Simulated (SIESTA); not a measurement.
# La2O3 under changes of volume

One of the cells (23.124 Å³/atom); the others are scaled copies at fixed shape and fractional positions:

```
La O
1.0
     6.37027    0.00000    0.00000
    -3.18514    5.51682    0.00000
     0.00000    0.00000    3.28989
La O
2 3
Direct
  0.66667 0.33333 0.49810
  0.33333 0.66667 0.50190
  0.50461 0.00000 0.00000
  0.00000 0.50461 0.00000
  0.49539 0.49539 0.00000
```

The cell comes from a database or a generator and needn't be the stable form of this composition.

```yaml
Program: SIESTA 5.4.2
Functional: LDA
Potentials_or_basis: PseudoDojo 0.4 standard (PBE and LDA files)
Basis: DZP (energy shift 0.003 Ry; two zetas on semicore shells)
Grid_cutoff: 800 Ry
Energy_shift: 0.003 Ry
k_mesh: 4 × 4 × 6
Occupations: fermi-dirac, width 0.05 eV
Spin: no spin polarisation
```

```tsv
volume (Å³/atom)	energy over the lowest point (meV/atom)	pressure (GPa)	gap on the mesh (eV)	largest force (eV/Å)
21.736	30.46	7.4	0.85	0.044
22.199	13.07	4.7	0.98	0.042
22.661	3.17	2.2	1.09	0.038
23.124	0.00	0.1	1.19	0.036
23.586	2.68	-1.9	1.25	0.041
24.049	10.74	-3.7	1.26	0.047
24.511	?	?	?	?
```

Q: What does the run at 24.511 Å³/atom give?

A: Energy over the lowest point 23.68 meV/atom; pressure -5.3 GPa; gap on the mesh 1.26 eV; largest force 0.052 eV/Å.

Worked out: A Birch-Murnaghan fit of order 3 (a polynomial in V^(-2/3)) to the other rows has its minimum at 23.13 Å³/atom with B0 = V·E''(V) = 103 GPa and B' = 4.8 at fixed shape and positions, which overstates the stiffness. It gives 23.47 meV/atom at 24.511 Å³/atom, against the run's 23.68, and -dE/dV = -5.2 GPa, against -5.3. A parabola through the other rows of the gap, of slope -0.342 eV per unit of ln V there, extrapolates to 1.27 eV, against the run's 1.26.

Energies are extrapolated to zero smearing.

Caveats: the potentials were made for another functional, which shifts forces and pressure; spin-orbit coupling is left out, which moves the levels of the heavy elements; the basis of atomic orbitals isn't converged, which shifts pressures, moduli and gaps.

A mesh can miss the band edges.
